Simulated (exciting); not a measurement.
# AgI: the I L₃ edge from the Bethe–Salpeter equation

How far do the exchange and direct terms reshape the I L₃ edge of AgI?

Calculated with exciting sodium; X-ray absorption, core-level Bethe-Salpeter equation, exchange and statically screened direct term, Tamm-Dancoff, all-electron LAPW+lo PBE.

The database entry behind the starting cell differs from later determinations by our own check (about 0.3 % short), so it need not match the best structure at ambient conditions.

## Step 1: The starting structure

Symmetry: F-43m, No. 216, cubic system. Conventional cell: a = 6.473 Å, b = 6.473 Å, c = 6.473 Å, α = 90.00°, β = 90.00°, γ = 90.00°. Nearest to I lie 4 Ag at 2.80 Å. Nearest to Ag lie 4 I at 2.80 Å. Farther neighbours and most contacts between anions are not listed.

Coordinates:

```xyz
2
Lattice="0.0000 3.2365 3.2365 3.2365 0.0000 3.2365 3.2365 3.2365 0.0000" Properties=species:S:1:pos:R:3 pbc="T T T"
I     4.8548    4.8548    4.8548
Ag    0.0000    0.0000    0.0000
```

Differences between curves are given as r.m.s. difference over r.m.s. height.

## Step 2: The self-consistent potential

The species files are the program's own, with muffin-tin radii set in the input.

The input, input.xml:

```
<input>
  <title>AgI</title>
  <structure speciespath="." autormt="false" epslat="1.0e-5">
    <crystal>
      <basevect>0.0000000000 6.1160986012 6.1160986012</basevect>
      <basevect>6.1160986012 0.0000000000 6.1160986012</basevect>
      <basevect>6.1160986012 6.1160986012 0.0000000000</basevect>
    </crystal>
    <species speciesfile="I.xml" rmt="2.300">
      <atom coord="0.7500000000 0.7500000000 0.7500000000"/>
    </species>
    <species speciesfile="Ag.xml" rmt="2.300">
      <atom coord="0.0000000000 0.0000000000 0.0000000000"/>
    </species>
  </structure>
  <groundstate do="fromscratch" xctype="GGA_PBE" ngridk="4 4 4" rgkmax="7" gmaxvr="14" nempty="8" swidth="0.001" maxscl="100" epsengy="1e-5"/>
</input>
```

The run is started by

```sh
> OMP_NUM_THREADS=1 mpirun -n 4 exciting
```

Numbers of over 12 decimals in the logs are rounded to 6 here.

Output:

```text
EXCITING SODIUM started
********************************************************************************
* Ground-state run starting from atomic densities                              *
********************************************************************************
+ Starting initialization                                                      +
[... lattice and species ...]
 Spin treatment                             :    spin-unpolarised
 Number of Bravais lattice symmetries       :      48
[...]
valence-band maximum at    1      0.0000  0.0000  0.0000
     conduction-band minimum at    1      0.0000  0.0000  0.0000
+ Self-consistent loop stopped                                                 +
 STATE.OUT is written
********************************************************************************
* Groundstate module stopped                                                   *
********************************************************************************
 Total time spent (seconds)                 :        23.71
| EXCITING SODIUM stopped                                                      =
[key lines of the parts left out:]
Total energy                               :    -12436.37069532
Fermi energy                               :         0.12525270
```

The job ended after 26 s (4 MPI ranks of Arm Neoverse V1, shared host).

The mesh shows a gap of 1.31 eV. Core levels (Dirac, from the valence top):

```
atom  level  energy (eV)
   I  2s1/2      -5085.5
   I  2p1/2      -4771.0
   I  2p3/2      -4472.2
   I  3s1/2      -1022.1
   I  3p1/2       -892.1
   I  3p3/2       -835.9
   I  3d3/2       -607.0
   I  3d5/2       -595.1
   I  4s1/2       -175.0
   I  4p1/2       -129.7
   I  4p3/2       -118.7
```

## Step 3: A richer basis for the empty states

Each species file gets more local orbitals, built from u and its energy derivative at 0.15 Ha and u at 0.9 Ha.

input.xml is that of step 2.

The input, SPECIES.xml, added lines:

```
<lo l="L">  <!-- L = 0, 1, 2 -->
  <wf matchingOrder="0" trialEnergy="0.1500" searchE="false"/>
  <wf matchingOrder="1" trialEnergy="0.1500" searchE="false"/>
  <wf matchingOrder="0" trialEnergy="0.9000" searchE="false"/>
</lo>
```

The run is started by

```sh
> OMP_NUM_THREADS=1 mpirun -n 4 exciting
```

Output:

```text
EXCITING SODIUM started
********************************************************************************
* Ground-state run starting from atomic densities                              *
********************************************************************************
+ Starting initialization                                                      +
[... lattice and species ...]
 Spin treatment                             :    spin-unpolarised
 Number of Bravais lattice symmetries       :      48
[...]
valence-band maximum at    1      0.0000  0.0000  0.0000
     conduction-band minimum at    1      0.0000  0.0000  0.0000
+ Self-consistent loop stopped                                                 +
 STATE.OUT is written
********************************************************************************
* Groundstate module stopped                                                   *
********************************************************************************
 Total time spent (seconds)                 :        17.77
| EXCITING SODIUM stopped                                                      =
[key lines of the parts left out:]
Total energy                               :    -12436.37114830
Fermi energy                               :         0.12568839
```

Run time: 20 s. Hardware: 4 MPI ranks.

Against the first ground state the total energy moves by -6 meV an atom and the gap by -0.01 eV.

## Step 4: Screening, kernels and BSE for I atom 1

The absorber has 4 Ag at 2.80 Å (tetrahedral, site symmetry -43m).

Changes to input.xml since step 3:

```diff
@@ -15,3 +15,19 @@
   </structure>
-  <groundstate do="fromscratch" xctype="GGA_PBE" ngridk="4 4 4" rgkmax="7" gmaxvr="14" nempty="8" swidth="0.001" maxscl="100" epsengy="1e-5"/>
+  <groundstate do="skip" xctype="GGA_PBE" ngridk="4 4 4" rgkmax="7" gmaxvr="14" nempty="8" swidth="0.001" maxscl="100" epsengy="1e-5"/>
+  <xs xstype="BSE" ngridk="4 4 4" ngridq="4 4 4" vkloff="0.097 0.273 0.493" rgkmax="7" nempty="29" gqmax="3" lmaxapwwf="5" lmaxemat="3" broad="0.05659" tevout="true">
+    <energywindow intv="163.957 165.574" points="439"/>
+    <screening screentype="full" nempty="50"/>
+    <BSE xas="true" xasspecies="1" xasatom="1" xasedge="L3" bsetype="singlet" nstlxas="1 25"/>
+    <qpointset>
+      <qpoint>0 0 0</qpoint>
+    </qpointset>
+    <plan>
+      <doonly task="xsgeneigvec"/>
+      <doonly task="writepmatxs"/>
+      <doonly task="scrgeneigvec"/>
+      <doonly task="scrwritepmat"/>
+      <doonly task="screen"/>
+      <doonly task="scrcoulint"/>
+    </plan>
+  </xs>
 </input>
```

The input, input.xml for the exchange start (cutoff and plan only):

```
  gqmax="2"
  <plan>
    <doonly task="exccoulint"/>
  </plan>
```

The input, input.xml for the last start (plan only):

```
  <plan>
    <doonly task="bse"/>
  </plan>
```

The run is started by

```sh
> OMP_NUM_THREADS=1 mpirun -n 4 exciting
> OMP_NUM_THREADS=1 mpirun -n 4 exciting
> OMP_NUM_THREADS=4 exciting
```

Output:

```text
| EXCITING SODIUM started for task xsgeneigvec ( 301)                          =
One-shot GS runs for BSE calculations
One-shot GS runs for k+qmt/2 grids
Info(xsgeneigvec): Generating eigenvectors for Q-point      1
Info(xsgeneigvec): Generation of eigenvectors finished
| EXCITING SODIUM started for task writepmatxs ( 320)                          =
Info(writepmatxs): Momentum matrix elements finished
| EXCITING SODIUM started for task scrgeneigvec ( 401)                         =
One-shot GS runs for BSE calculations
One-shot GS runs for k+qmt/2 grids
[...]
Info(setup_bse_block): Setting up RR part of hamiltonian
Info(setup_bse_block): Singlet spin state
Info(bse): Diagonalizing RR Hamiltonian (TDA)
Info(bse): Invoking Lapack routine ZHEEVR
      6400 eigen solutions found in the interval:
         i1=       1 i2=    6400
Info(bse): Writing excition energies and oscillator strengths to text file.
Info(makespectrum_dist): Making spectrum using formula for coupling with time reversed AR basis.
Info(makespectrum_dist): Using formalism for vanishing momentum transfer.
Info(writederived): Writing quantities derived from the macroscopic dielectric function.
Info(bselauncher): Spectrum finished for iqmt=  1
Info(bselauncher): All done for BSE type singlet
```

The job ended after 14 min (4 MPI ranks).

Wall time by task: xsgeneigvec 9.2 s, writepmatxs 7.2 s, scrgeneigvec 2.9 s, scrwritepmat 2.2 s, screen 95 s, scrcoulint 3.8 min, exccoulint 5.9 min, bse 1.9 min.

The I L₃ spectrum of I atom 1 (energy from the Kohn–Sham onset, core level to the lowest empty state found on the meshes used, 4473.50 eV; the ground-state mesh sets it, and the shifted mesh has its lowest transition 0.54 eV above it; Im ε scaled to the maximum of the singlet run; cut below the end of the band set):

```
E (eV)  Im ε
 -10.0  0.03
  -9.5  0.03
  -9.0  0.03
  -8.5  0.03
  -8.0  0.04
  -7.5  0.04
  -7.0  0.04
  -6.5  0.05
  -6.0  0.05
  -5.5  0.06
  -5.0  0.06
  -4.5  0.07
  -4.0  0.08
  -3.5  0.09
  -3.0  0.10
  -2.5  0.11
  -2.0  0.14
  -1.5  0.16
  -1.0  0.20
  -0.5  0.25
   0.0  0.32
   0.5  0.39
   1.0  0.47
   1.5  0.54
   2.0  0.60
   2.5  0.65
   3.0  0.70
   3.5  0.74
   4.0  0.76
   4.5  0.76
   5.0  0.76
   5.5  0.76
   6.0  0.78
   6.5  0.82
   7.0  0.86
   7.5  0.90
   8.0  0.94
   8.5  0.98
   9.0  1.00
   9.5  1.00
  10.0  0.97
  10.5  0.94
  11.0  0.91
  11.5  0.88
  12.0  0.85
  12.5  0.83
  13.0  0.80
  13.5  0.77
  14.0  0.74
  14.5  0.72
  15.0  0.72
  15.5  0.71
  16.0  0.72
  16.5  0.72
  17.0  0.73
  17.5  0.72
  18.0  0.70
  18.5  0.67
  19.0  0.64
  19.5  0.62
  20.0  0.62
  20.5  0.64
  21.0  0.66
```

Maxima (height): 9.1 eV (1.00) and 17.0 eV (0.73).

The Hamiltonian has 6400 rows. The lowest groups of eigenvalues and the brightest ones, on the scale above (the program counts from the shifted mesh's onset, 0.54 eV higher). Core spinors bring spin-forbidden partners, so dark means forbidden by spin or by symmetry, and the shifted mesh splits states that symmetry would keep together:

```
energy (eV)  states within 10 meV  relative strength
     -0.010                     4               0.46
      0.399                     4               0.35
      0.632                     4               0.27
      0.803                     4               0.30
      0.881                     4               0.45
      0.988                     4               0.52
      3.460                     8               0.66
      4.065                     4               0.62
      4.110                     8               0.56
      6.854                     4               0.55
      8.128                     4               0.57
      8.430                     8               1.00
      9.814                     8               0.81
```

## Step 5: Independent particles

Changes to input.xml since step 4:

```diff
@@ -19,3 +19,3 @@
     <screening screentype="full" nempty="50"/>
-    <BSE xas="true" xasspecies="1" xasatom="1" xasedge="L3" bsetype="singlet" nstlxas="1 25"/>
+    <BSE xas="true" xasspecies="1" xasatom="1" xasedge="L3" bsetype="IP" nstlxas="1 25"/>
     <qpointset>
@@ -24,8 +24,3 @@
     <plan>
-      <doonly task="xsgeneigvec"/>
-      <doonly task="writepmatxs"/>
-      <doonly task="scrgeneigvec"/>
-      <doonly task="scrwritepmat"/>
-      <doonly task="screen"/>
-      <doonly task="scrcoulint"/>
+      <doonly task="bse"/>
     </plan>
```

The run is started by

```sh
> OMP_NUM_THREADS=4 exciting
```

Output:

```text
| EXCITING SODIUM started for task bse ( 445)                                  =
Info(bselauncher): Init time:    0.832392
Info(bselauncher): Setting up and diagonalizing BSE Hamiltonian.
Info(bselauncher): Using momentum transfer vectors from list :   1 to  1
Info(bselauncher): Distributing qmt-points over   1 processes.
Info(bselauncher): BSE type: IP
Info(bselauncher): Momentum transfer list index: iqmt=  1
Info(bselauncher): Momentum transfer: vqmtl=   0.000   0.000   0.000
Info(bse): Inspecting occupations...
Info(setranges_modxs): Number of non-reduced k-points:       64
[...]
highest unoccupied state:  43
  Opening gap with a scissor of:      0.000/H      0.000/eV
Info(select_transitions): Number of participating transitions:    6400
Info(bse): Selecting transitions...
Info(bse):bsegap (eV):  4474.042842
Info(bse): IP requested, nothing much to do
Info(bse): Writing excition energies and oscillator strengths to text file.
Info(makespectrum_dist): Making spectrum using formula for coupling with time reversed AR basis.
Info(makespectrum_dist): Using formalism for vanishing momentum transfer.
Info(writederived): Writing quantities derived from the macroscopic dielectric function.
Info(bselauncher): Spectrum finished for iqmt=  1
Info(bselauncher): All done for BSE type IP
```

It took 1.5 s on 4 threads.

Maxima (height): 11.0 eV (0.94) and 18.0 eV (0.85). The spectrum differs from the singlet run by 27 % r.m.s. Moving the earlier curve by +3.1 eV leaves 10 %. The highest maximum lies at 11.0 eV (0.94), against 9.1 eV (1.00).

## Step 6: Exchange alone

Changes to input.xml since step 5:

```diff
@@ -19,3 +19,3 @@
     <screening screentype="full" nempty="50"/>
-    <BSE xas="true" xasspecies="1" xasatom="1" xasedge="L3" bsetype="IP" nstlxas="1 25"/>
+    <BSE xas="true" xasspecies="1" xasatom="1" xasedge="L3" bsetype="RPA" nstlxas="1 25"/>
     <qpointset>
```

The run is started by

```sh
> OMP_NUM_THREADS=4 exciting
```

Output:

```text
| EXCITING SODIUM started for task bse ( 445)                                  =
Info(bselauncher): Init time:    0.828291
Info(bselauncher): Setting up and diagonalizing BSE Hamiltonian.
Info(bselauncher): Using momentum transfer vectors from list :   1 to  1
Info(bselauncher): Distributing qmt-points over   1 processes.
Info(bselauncher): BSE type: RPA
Info(bselauncher): Momentum transfer list index: iqmt=  1
Info(bselauncher): Momentum transfer: vqmtl=   0.000   0.000   0.000
Info(bse): Inspecting occupations...
Info(setranges_modxs): Number of non-reduced k-points:       64
[...]
Info(setup_bse_block): Setting up RR part of hamiltonian
Info(setup_bse_block): Using RPA approximation
Info(bse): Diagonalizing RR Hamiltonian (TDA)
Info(bse): Invoking Lapack routine ZHEEVR
      6400 eigen solutions found in the interval:
         i1=       1 i2=    6400
Info(bse): Writing excition energies and oscillator strengths to text file.
Info(makespectrum_dist): Making spectrum using formula for coupling with time reversed AR basis.
Info(makespectrum_dist): Using formalism for vanishing momentum transfer.
Info(writederived): Writing quantities derived from the macroscopic dielectric function.
Info(bselauncher): Spectrum finished for iqmt=  1
Info(bselauncher): All done for BSE type RPA
```

It took 1.9 min on 4 threads.

Maxima (height): 11.0 eV (0.94) and 18.0 eV (0.85). The spectrum is that of the independent-particle run within 1 %.

## Step 7: A changed run

In this try the input is made faulty on purpose, to show what that does.

Changes to input.xml since step 6:

```diff
@@ -16,6 +16,6 @@
   <groundstate do="skip" xctype="GGA_PBE" ngridk="4 4 4" rgkmax="7" gmaxvr="14" nempty="8" swidth="0.001" maxscl="100" epsengy="1e-5"/>
-  <xs xstype="BSE" ngridk="4 4 4" ngridq="4 4 4" vkloff="0.097 0.273 0.493" rgkmax="7" nempty="29" gqmax="3" lmaxapwwf="5" lmaxemat="3" broad="0.05659" tevout="true">
+  <xs xstype="BSE" ngridk="4 4 4" ngridq="4 4 4" vkloff="0.097 0.273 0.493" rgkmax="7" nempty="7" gqmax="3" lmaxapwwf="5" lmaxemat="3" broad="0.05659" tevout="true">
     <energywindow intv="163.957 165.574" points="439"/>
     <screening screentype="full" nempty="50"/>
-    <BSE xas="true" xasspecies="1" xasatom="1" xasedge="L3" bsetype="RPA" nstlxas="1 25"/>
+    <BSE xas="true" xasspecies="1" xasatom="1" xasedge="L3" bsetype="singlet" nstlxas="1 3"/>
     <qpointset>
@@ -24,3 +24,4 @@
     <plan>
-      <doonly task="bse"/>
+      <doonly task="writepmatxs"/>
+      <doonly task="scrcoulint"/>
     </plan>
```

The input, input.xml for the exchange start (cutoff and plan only):

```
  gqmax="2"
  <plan>
    <doonly task="exccoulint"/>
  </plan>
```

The input, input.xml for the last start (plan only):

```
  <plan>
    <doonly task="bse"/>
  </plan>
```

The run is started by

```sh
> OMP_NUM_THREADS=1 mpirun -n 4 exciting
> OMP_NUM_THREADS=1 mpirun -n 4 exciting
> OMP_NUM_THREADS=4 exciting
```

Output:

```text
| EXCITING SODIUM started for task writepmatxs ( 320)                          =
Info(writepmatxs): Momentum matrix elements finished
| EXCITING SODIUM started for task scrcoulint ( 440)                           =
Info(scrcoulintlauncher): Setting up screened Coulomb interaction matrix W.
Info(scrcoulintlauncher): Using momentum transfer vectors from list :   1 to  1
Info(scrcoulintlauncher): Calculating screened Coulomb interaction matrix W
Info(scrcoulintlauncher): Momentum transfer list index: iqmt=  1
[...]
Info(setup_bse_block): Setting up RR part of hamiltonian
Info(setup_bse_block): Singlet spin state
Info(bse): Diagonalizing RR Hamiltonian (TDA)
Info(bse): Invoking Lapack routine ZHEEVR
       768 eigen solutions found in the interval:
         i1=       1 i2=     768
Info(bse): Writing excition energies and oscillator strengths to text file.
Info(makespectrum_dist): Making spectrum using formula for coupling with time reversed AR basis.
Info(makespectrum_dist): Using formalism for vanishing momentum transfer.
Info(writederived): Writing quantities derived from the macroscopic dielectric function.
Info(bselauncher): Spectrum finished for iqmt=  1
Info(bselauncher): All done for BSE type singlet
```

The job ended after 2.5 min (4 MPI ranks).

The input has a fault: far too few conduction bands in the BSE. Against the singlet run the r.m.s. difference is 92 %. The highest maximum lies at 2.9 eV (0.25), against 9.1 eV (1.00). Transitions to the missing bands are absent and can't mix into the lines that are left.

```
E (eV)  first run  this run
 -10.0       0.03      0.01
  -9.0       0.03      0.01
  -8.0       0.04      0.01
  -7.0       0.04      0.01
  -6.0       0.05      0.01
  -5.0       0.06      0.02
  -4.0       0.08      0.02
  -3.0       0.10      0.03
  -2.0       0.14      0.05
  -1.0       0.20      0.08
   0.0       0.32      0.14
   1.0       0.47      0.20
   2.0       0.60      0.25
   3.0       0.70      0.25
   4.0       0.76      0.23
   5.0       0.76      0.17
   6.0       0.78      0.11
   7.0       0.86      0.06
   8.0       0.94      0.04
   9.0       1.00      0.03
  10.0       0.97      0.02
  11.0       0.91      0.01
  12.0       0.85      0.01
  13.0       0.80      0.01
  14.0       0.74      0.01
  15.0       0.72      0.01
  16.0       0.72      0.01
  17.0       0.73      0.00
  18.0       0.70      0.00
  19.0       0.64      0.00
  20.0       0.62      0.00
  21.0       0.66      0.00
```

(Continued in part 2 of 2.)

[Banner, clock and machine lines of the logs are left out without a mark of their own.]

[Logs are printed without paths, hosts, clocks, repeated set-up lines and the standing remarks that a program may print on its own settings, such as how far it seeks lower states.]

[Hosts, paths, dates, database ids (printed as entryN), source tags and the programs' standing remarks are cut or masked in the printed files.]
